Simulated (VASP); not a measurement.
# PtS2 (P-3m1) in VASP: further runs

The runs below take PtS2 through single point, with PBE.

Everything below comes from runs of VASP 6.6.1. Logs are shortened: lines on timing, memory, paths and dates and some standing lists are left out, and cuts for length are marked.

## 1. The structure

The structure is trigonal, space group P-3m1 (No. 164). Conventional cell: a = 3.543 Å, b = 3.543 Å, c = 5.039 Å, α = 90.00°, β = 90.00°, γ = 120.00°. Pt (site symmetry -3m) has 6 S at 2.34 Å as nearest neighbours. Around S (site symmetry 3m) lie 3 Pt at 2.34 Å.

## 2. Single point, PBE, spin-orbit coupling, no magnetisation

INCAR

```
SYSTEM = PtS2
ALGO = Normal ; EDIFF = 1E-7
ENCUT = 460 ; GGA = PE
GGA_COMPAT = .False. ; ISIF = 2
ISMEAR = 0 ; LASPH = .True.
LCHARG = .False. ; LMAXMIX = 4
LNONCOLLINEAR = .True. ; LORBIT = 11
LREAL = .False. ; LSORBIT = .True.
LWAVE = .False. ; MAGMOM = 0 0 0 0 0 0 0 0 0
NBANDS = 38 ; NELM = 100
PREC = Accurate ; SIGMA = 0.02
```

KPOINTS

```
k-points
0
Gamma
  5 5 3
  0 0 0
```

POSCAR

```
PtS2
1.0
    3.5432000000      0.0000000000      0.0000000000
   -1.7716000000      3.0685012107      0.0000000000
    0.0000000000      0.0000000000      5.0388000000
Pt S
1 2
Direct
    0.0000000000      0.0000000000      0.0000000000
    0.6666666667      0.3333333333      0.7730000000
    0.3333333333      0.6666666667      0.2270000000
```

Potentials or basis: VASP PAW PBE potentials, release 64 (Pt, S).

The run is started by

```bash
cat potpaw_PBE.64/Pt/POTCAR potpaw_PBE.64/S/POTCAR > POTCAR
mpirun -np 1 vasp_ncl > vasp.out
```

OUTCAR:

```text
SYSTEM = PtS2
   EDIFF = 1E-7
   ENCUT = 460
   GGA = PE
   ISIF = 2
   ISMEAR = 0
   LASPH = .True.
   LNONCOLLINEAR = .True.
   LORBIT = 11
   LREAL = .False.
   LSORBIT = .True.
   NELM = 100
   PREC = Accurate

 Found     12 irreducible k-points:

 Following reciprocal coordinates:
            Coordinates               Weight
  0.000000  0.000000  0.000000      1.000000
  0.200000  0.000000  0.000000      6.000000
  0.400000  0.000000  0.000000      6.000000
  0.200000  0.200000  0.000000      6.000000
  0.400000  0.200000  0.000000      6.000000
  0.000000  0.000000  0.333333      2.000000
   k-points           NKPTS =     12   k-points in BZ     NKDIM =     12   number of bands    NBANDS=     38
   number of dos      NEDOS =    301   number of ions     NIONS =      3
   total plane-waves  NPLWV =  28224
   dimension x,y,z NGX =    28 NGY =   28 NGZ =   36
   dimension x,y,z NGXF=    56 NGYF=   56 NGZF=   72
   ions per type =               1   2
   NGX,Y,Z   is equivalent  to a cutoff of  13.14, 13.14, 11.88 a.u.
   NGXF,Y,Z  is equivalent  to a cutoff of  26.28, 26.28, 23.76 a.u.
 SYSTEM =  PtS2
   PREC   = accura    normal or accurate (medium, high low for compatibility)
   ISTART =      0    job   : 0-new  1-cont  2-samecut
   ICHARG =      2    charge: 1-file 2-atom 10-const
   ISPIN  =      1    spin polarized calculation?
   LNONCOLLINEAR =      T non collinear calculations
   LSORBIT =      T    spin-orbit coupling
   LASPH  =      T    aspherical Exc in radial PAW
   ENCUT  =  460.0 eV  33.81 Ry    5.81 a.u.   6.20  6.20  8.81*2*pi/ulx,y,z
   NELM   =    100;   NELMIN=  2; NELMDL= -5     # of ELM steps
   EDIFF  = 0.1E-06   stopping-criterion for ELM
   LREAL  =      F    real-space projection
   EDIFFG = 0.1E-05   stopping-criterion for IOM
   NSW    =      0    number of steps for IOM
   IBRION =     -1    ionic relax: 0-MD 1-quasi-New 2-CG
   NFREE  =      0    steps in history (QN), initial steepest desc. (CG)
   ISIF   =      2    stress and relaxation
   ISYM   =      2    0-nonsym 1-usesym 2-fastsym
   POTIM  = 0.5000    time-step for ionic-motion
   TEBEG  =    0.0;   TEEND  =   0.0 temperature during run
   PSTRESS=    0.0 pullay stress
   NELECT =      22.0000    total number of electrons
   NUPDOWN=      -1.0000    fix difference up-down
   EMIN   =  10.00;   EMAX   =-10.00  energy-range for DOS
   EFERMI =   0.00;   METHOD = LEGACY
   ISMEAR =     0;   SIGMA  =   0.02  broadening in eV -4-tet -1-fermi 0-gaus
   EFERMI_NEDOS =   21; number of points for ismear=-14 and -15
   IALGO  =     38    algorithm
   IMIX   =      4    mixing-type and parameters
     AMIX     =   0.40;   BMIX     =  1.00
     AMIX_MAG =   1.60;   BMIX_MAG =  1.00
  volume/ion in A,a.u.               =      18.26       123.23
  Fermi-wavevector in a.u.,A,eV,Ry     =   1.207812  2.282434 19.848315  1.458810
  Thomas-Fermi vector in A             =   2.343439
   LORBIT       =     11    0 simple, 1 ext, 2 COOP (PROOUT), +10 PAW based schemes
   GGA     = PE    functional components
   LHFCALC =     F    Hartree Fock is set to
   AEXX    =    0.0000 exact exchange contribution
   IVDW    =     0    specifies the selected vdW correction
   LEPSILON=     F    determine dielectric tensor
   LRPA    =     F    only Hartree local field effects (RPA)
 Gauss-broadening in eV      SIGMA  =   0.02
  energy-cutoff  :      460.00
  volume of cell :       54.78
 maximum number of plane-waves:      2482
 NGX is ok and might be reduce to    28
   NGX = 13   NGY = 13   NGZ = 17

 number of electron      22.0000000 magnetization      -0.0000000     -0.0000000     -0.0000000

 number of electron      22.0000000 magnetization       0.0000000      0.0000000      0.0000000

 number of electron      22.0000000 magnetization       0.0000000      0.0000000     -0.0000000

 number of electron      22.0000000 magnetization      -0.0000000      0.0000000     -0.0000000

 Free energy of the ion-electron system (eV)
  ---------------------------------------------------
  ext. energy  EPLUGINS =         0.00000000
  ---------------------------------------------------
  free energy    TOTEN  =       -15.65662584 eV

  energy without entropy =      -15.65662584  energy(sigma->0) =      -15.65662584

 E-fermi :   6.7515     XC(G=0): -10.5773

 val. band max:        6.6243165690   @ k =   0.0000   0.0000   0.0000
 cond. band min:       7.9603910388   @ k =   0.2000   0.2000   0.0000
 fundamental gap:      1.3360744698
 Fermi energy:         6.7515243249

 k-point     1 :       0.0000    0.0000    0.0000
  band No.  band energies     occupation
      1      -8.8191      1.00000
      2      -8.8191      1.00000
      3      -5.5806      1.00000
      4      -5.5806      1.00000
      5      -0.5647      1.00000
      6      -0.5647      1.00000
[... 26 lines left out ...]
     33      14.9801      0.00000
     34      14.9801      0.00000

 k-point     2 :       0.2000    0.0000    0.0000
  band No.  band energies     occupation
      1      -8.3034      1.00000
      2      -8.3034      1.00000
      3      -5.8853      1.00000
      4      -5.8853      1.00000
      5      -0.2366      1.00000
      6      -0.2366      1.00000
[... 140 lines left out ...]
 k-point     6 :       0.0000    0.0000    0.3333
  band No.  band energies     occupation
      1      -8.6189      1.00000
      2      -8.6189      1.00000
      3      -6.1006      1.00000
      4      -6.1006      1.00000
      5      -0.5508      1.00000
      6      -0.5508      1.00000
[... 26 lines left out ...]
     33      14.8031      0.00000
     34      14.8031      0.00000

 [... further k-points ...]

 [bands above 34 left out]

------------------------ aborting loop because EDIFF is reached ----------------------------------------

  FORCE on cell =-STRESS in cart. coord.  units (eV):
  Direction    XX          YY          ZZ          XY          YZ          ZX
  --------------------------------------------------------------------------------------
  -------------------------------------------------------------------------------------
  Total        4.0235274      4.0235274      3.4400639     -0.0000000     -0.0000000      0.0000000
  in kB      117.6707342    117.6707342    100.6069549     -0.0000000     -0.0000000      0.0000000
  external PRESSURE =     111.9828078 kB  Pullay stress =       0.0000000 kB

 VOLUME and BASIS-vectors are now :
 -----------------------------------------------------------------------------
  energy-cutoff  :      460.00
  volume of cell :       54.78
      direct lattice vectors                 reciprocal lattice vectors
     3.543200000  0.000000000  0.000000000     0.282230752  0.162946001  0.000000000
    -1.771600000  3.068501211  0.000000000     0.000000000  0.325892001  0.000000000
     0.000000000  0.000000000  5.038800000     0.000000000  0.000000000  0.198459951

 POSITION                                       TOTAL-FORCE (eV/Angst)
 -----------------------------------------------------------------------------------
      0.00000      0.00000      0.00000         0.000000      0.000000      0.000000
      1.77160      1.02283      3.89499        -0.000000      0.000000     -1.265612
     -0.00000      2.04567      1.14381         0.000000      0.000000      1.265612
 -----------------------------------------------------------------------------------
    total drift:                                0.000000     -0.000000     -0.000000

  FREE ENERGIE OF THE ION-ELECTRON SYSTEM (eV)
  ---------------------------------------------------
  free  energy   TOTEN  =       -15.6566258417 eV

  energy  without entropy=      -15.6566258417  energy(sigma->0) =      -15.65662584

 Spin-Orbit-Coupling matrix elements

 Ion:    1  E_soc:     -0.7633551
 l=   1
     0.0000000    -0.0373659    -0.0397231
    -0.0373659     0.0000000    -0.0373659
    -0.0397231    -0.0373659     0.0000000
 l=   2
     0.0000000    -0.0198102     0.0000000    -0.0198102    -0.0680812
    -0.0198102     0.0000000    -0.0479144    -0.0240718    -0.0198102
     0.0000000    -0.0479144     0.0000000    -0.0479144     0.0000000
    -0.0198102    -0.0240718    -0.0479144     0.0000000    -0.0198102
    -0.0680812    -0.0198102     0.0000000    -0.0198102     0.0000000
 l=   3
     0.0000000     0.0000000     0.0000000     0.0000000     0.0000000     0.0000000     0.0000000
     0.0000000     0.0000000     0.0000000     0.0000000     0.0000000     0.0000000     0.0000000
     0.0000000     0.0000000     0.0000000     0.0000000     0.0000000     0.0000000     0.0000000
     0.0000000     0.0000000     0.0000000     0.0000000     0.0000000     0.0000000     0.0000000
     0.0000000     0.0000000     0.0000000     0.0000000     0.0000000     0.0000000     0.0000000
     0.0000000     0.0000000     0.0000000     0.0000000     0.0000000     0.0000000     0.0000000
     0.0000000     0.0000000     0.0000000     0.0000000     0.0000000     0.0000000     0.0000000

 Ion:    2  E_soc:      0.0006599
 l=   1
     0.0000000     0.0000758     0.0001783
     0.0000758     0.0000000     0.0000758
     0.0001783     0.0000758     0.0000000
 l=   2
     0.0000000     0.0000000     0.0000000     0.0000000     0.0000000
     0.0000000     0.0000000     0.0000000     0.0000000     0.0000000
     0.0000000     0.0000000     0.0000000     0.0000000     0.0000000
     0.0000000     0.0000000     0.0000000     0.0000000     0.0000000
     0.0000000     0.0000000     0.0000000     0.0000000     0.0000000
 l=   3
     0.0000000     0.0000000     0.0000000     0.0000000     0.0000000     0.0000000     0.0000000
     0.0000000     0.0000000     0.0000000     0.0000000     0.0000000     0.0000000     0.0000000
     0.0000000     0.0000000     0.0000000     0.0000000     0.0000000     0.0000000     0.0000000
     0.0000000     0.0000000     0.0000000     0.0000000     0.0000000     0.0000000     0.0000000
     0.0000000     0.0000000     0.0000000     0.0000000     0.0000000     0.0000000     0.0000000
     0.0000000     0.0000000     0.0000000     0.0000000     0.0000000     0.0000000     0.0000000
     0.0000000     0.0000000     0.0000000     0.0000000     0.0000000     0.0000000     0.0000000

 Ion:    3  E_soc:      0.0006599
 l=   1
     0.0000000     0.0000758     0.0001783
     0.0000758     0.0000000     0.0000758
     0.0001783     0.0000758     0.0000000
 l=   2
     0.0000000     0.0000000     0.0000000     0.0000000     0.0000000
     0.0000000     0.0000000     0.0000000     0.0000000     0.0000000
     0.0000000     0.0000000     0.0000000     0.0000000     0.0000000
     0.0000000     0.0000000     0.0000000     0.0000000     0.0000000
     0.0000000     0.0000000     0.0000000     0.0000000     0.0000000
 l=   3
     0.0000000     0.0000000     0.0000000     0.0000000     0.0000000     0.0000000     0.0000000
     0.0000000     0.0000000     0.0000000     0.0000000     0.0000000     0.0000000     0.0000000
     0.0000000     0.0000000     0.0000000     0.0000000     0.0000000     0.0000000     0.0000000
     0.0000000     0.0000000     0.0000000     0.0000000     0.0000000     0.0000000     0.0000000
     0.0000000     0.0000000     0.0000000     0.0000000     0.0000000     0.0000000     0.0000000
     0.0000000     0.0000000     0.0000000     0.0000000     0.0000000     0.0000000     0.0000000
     0.0000000     0.0000000     0.0000000     0.0000000     0.0000000     0.0000000     0.0000000

 total charge

# of ion       s       p       d       tot
------------------------------------------
    1        0.732   0.889   8.009   9.629
    2        1.360   2.309   0.000   3.669
    3        1.360   2.309   0.000   3.669
--------------------------------------------------
tot          3.452   5.507   8.009  16.968

 magnetization (x)

# of ion       s       p       d       tot
------------------------------------------
    1        0.000   0.000   0.000   0.000
    2        0.000  -0.000   0.000  -0.000
    3        0.000  -0.000   0.000  -0.000
--------------------------------------------------
tot          0.000  -0.000   0.000  -0.000

 magnetization (y)

# of ion       s       p       d       tot
------------------------------------------
    1        0.000  -0.000   0.000  -0.000
    2       -0.000   0.000   0.000   0.000
    3       -0.000  -0.000   0.000  -0.000
--------------------------------------------------
tot         -0.000  -0.000   0.000  -0.000

 magnetization (z)

# of ion       s       p       d       tot
------------------------------------------
    1        0.000   0.000  -0.000  -0.000
    2        0.000   0.000   0.000   0.000
    3        0.000   0.000   0.000   0.000
--------------------------------------------------
tot          0.000   0.000  -0.000  -0.000
```

Run time: 27 s. Hardware: 1 thread of Intel Xeon 6975P-C (Granite Rapids), shared host; peak memory 0.29 GiB.

These settings aren't checked as converged: the numbers below hold their error.

Results:

```
Free energy                                           : -15.6566 eV
Pressure                                              : 11.2 GPa
Largest force                                         : 1.266 eV/Å
Valence electrons inside the program's atomic spheres : Pt 9.63; S 3.67
```

Caveat: the k mesh is coarse (spacing up to 0.42 Å⁻¹), so the values aren't converged; forces of over 1 eV/Å show positions far from the minimum, so gaps and moduli don't describe the material at rest.

## 3. Single point, PBE, spin-orbit coupling, no magnetisation

Edit INCAR of step 2 so:

```diff
@@ -2,3 +2,3 @@
 ALGO = Normal ; EDIFF = 1E-7
-ENCUT = 460 ; GGA = PE
+ENCUT = 520 ; GGA = PE
 GGA_COMPAT = .False. ; ISIF = 2
```

KPOINTS is that of step 2.

POSCAR is that of step 2.

Potentials or basis: VASP PAW PBE potentials, release 64 (Pt, S).

The run is started by

```bash
cat potpaw_PBE.64/Pt/POTCAR potpaw_PBE.64/S/POTCAR > POTCAR
mpirun -np 1 vasp_ncl > vasp.out
```

Run time: 34 s. Hardware: 1 thread of Intel Xeon 6975P-C (Granite Rapids), shared host; peak memory 0.31 GiB.

The run converged, but some of its settings lie outside the range that counts as converged, so its numbers aren't taken as properties of the crystal.

Results:

- Free energy: -15.6567 eV
- Pressure: 11.2 GPa
- Largest force: 1.266 eV/Å
- Valence electrons inside the program's atomic spheres: Pt 9.63; S 3.67

Caveat: the k mesh is coarse (spacing up to 0.42 Å⁻¹), so the values aren't converged; forces of over 1 eV/Å show positions far from the minimum, so gaps and moduli don't describe the material at rest.

## 4. The reference run

An earlier run on the cell as given: functional PBEsol; potentials or basis VASP PAW PBE potentials, release 64 (Pt, S); cutoff 520 eV; k mesh 9 × 9 × 5; occupations fermi-dirac, width 0.05 eV; no spin polarisation.

- Pressure: 6.1 GPa
- Largest force: 0.930 eV/Å
- Band gap on the k mesh: 0.96 eV, indirect (least direct gap 1.00 eV)
